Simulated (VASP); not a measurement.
Wanted: the native input for a VASP 6.6.1 run.

```
Task                   : relaxation of cell and atoms
Functional             : PBE
Dispersion             : D4
Potentials or basis    : VASP PAW PBE potentials, release 64 (Pt, S)
Cutoff                 : 600 eV
k mesh                 : 9 × 9 × 5
Occupations            : fermi-dirac, width 0.05 eV
Spin                   : no spin polarisation
Further INCAR settings : ALGO = Fast; EDIFF = 1e-06; IBRION = 2; EDIFFG = -0.005; NSW = 60; ISIF = 3
```

The structure of PtS2 lies in POSCAR:

```
PtS2
1.0
    3.5432000000      0.0000000000      0.0000000000
   -1.7716000000      3.0685012107      0.0000000000
    0.0000000000      0.0000000000      5.0388000000
Pt S
1 2
Direct
    0.0000000000      0.0000000000      0.0000000000
    0.6666666667      0.3333333333      0.7730000000
    0.3333333333      0.6666666667      0.2270000000
```

One way to write it, as run:

INCAR

```
SYSTEM = PtS2
PREC = Accurate
ENCUT = 600
EDIFF = 1E-6
ISMEAR = -1
SIGMA = 0.05
LREAL = .FALSE.
LASPH = .TRUE.
NELM = 60
ALGO = Fast
ISIF = 3
LWAVE = .FALSE.
LCHARG = .FALSE.
GGA = PE
IVDW = 13
IBRION = 2
NSW = 60
EDIFFG = -0.005
```

KPOINTS

```
Automatic mesh
0
G
  9 9 5
  0 0 0
```

Potentials or basis: VASP PAW PBE potentials, release 64 (Pt, S).

Command:

```bash
$ cat potpaw_PBE.64/Pt/POTCAR potpaw_PBE.64/S/POTCAR > POTCAR
$ mpirun -np 1 vasp_std > vasp.out
```

It gave:

| Quantity | Value |
| --- | --- |
| Relaxed volume | 17.41 Å³/atom |
| Relaxed cell | a = 3.580 Å, b = 3.580 Å, c = 4.706 Å, α = 90.00°, β = 90.00°, γ = 120.00° |
| Space group after relaxing (to 0.05 Å) | P-3m1 (No. 164) |
| Energy gained by relaxing | 43.1 meV/atom |
| Ionic steps | 25 |
| Pressure after relaxing | 0.0 GPa |
| Largest force after relaxing | 0.005 eV/Å |
| Band gap on the k mesh | 0.20 eV, indirect (least direct gap 0.94 eV) |
| Dispersion energy per atom | -0.461 eV |

Caveat: spin-orbit coupling is left out, which moves the levels of the heavy elements; an odd mesh through Γ misses points on the zone boundary, where band edges often lie.

It took 5.8 min on 1 thread of Intel(R) Xeon(R) Platinum 8488C (Sapphire Rapids) (shared host), peak memory 0.21 GiB.
